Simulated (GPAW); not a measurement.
MnO:

```
Mn O
1.0
     0.00000    2.22391    2.22391
     2.22391    0.00000    2.22391
     2.22391    2.22391    0.00000
Mn O
1 1
Direct
  0.00000 0.00000 0.00000
  0.50000 0.50000 0.50000
```

The cell is a database's computed one.

* Program: GPAW 26.7.0
* Task: relaxation of cell and atoms
* Functional: PBEsol
* Dispersion: D4
* Potentials or basis: PAW data sets generated in the run's folder for this functional
* Cutoff: 800 eV
* Basis: pw
* k mesh: 9 × 9 × 9
* Occupations: fermi-dirac, width 0.05 eV
* Spin: collinear spin, ferromagnetic start
* Starting moments: [4.0, 0.0] μB

At the start: pressure -8.3 GPa; volume 11.00 Å³/atom.

Task: Where does the relaxation end?

Result: Over 11 steps the energy falls by 17.3 meV/atom and the volume is 10.44 Å³/atom (-5.0 %); space group Fm-3m (No. 225, to 0.05 Å); moment 4.59 μB per cell.

Step by step:
```csv
step,energy change (eV),largest force (eV/Å),pressure (GPa),volume (Å³)
1,0.0000,0.0000,-8.27,22.00
2,-0.0122,0.0000,-7.00,21.73
3,0.0715,0.0000,1.60,20.42
4,0.0691,0.0000,0.39,20.65
5,0.0686,0.0000,2.36,20.72
6,0.0021,0.0000,289.60,20.81
7,-0.0347,0.0000,-1.30,20.90
8,-0.0347,0.0000,-1.27,20.90
9,-0.0346,0.0000,1.48,20.88
10,-0.0347,0.0000,-0.45,20.89
11,-0.0347,0.0000,-0.12,20.89
```

Final structure:
```
CELL_PARAMETERS angstrom
0.00000 2.18589 2.18589
2.18589 0.00000 2.18589
2.18589 2.18589 0.00000
ATOMIC_POSITIONS crystal
Mn 0.00000 0.00000 0.00000
O 0.50000 0.50000 0.50000
```

Caveat: each step starts from the last one's moments, so a moment once lost doesn't come back; later steps reuse the first step's grids; a cell with one magnetic atom can't hold antiferromagnetic order, which such compounds often take; pairwise dispersion overbinds metals, which lowers pressure and volume.
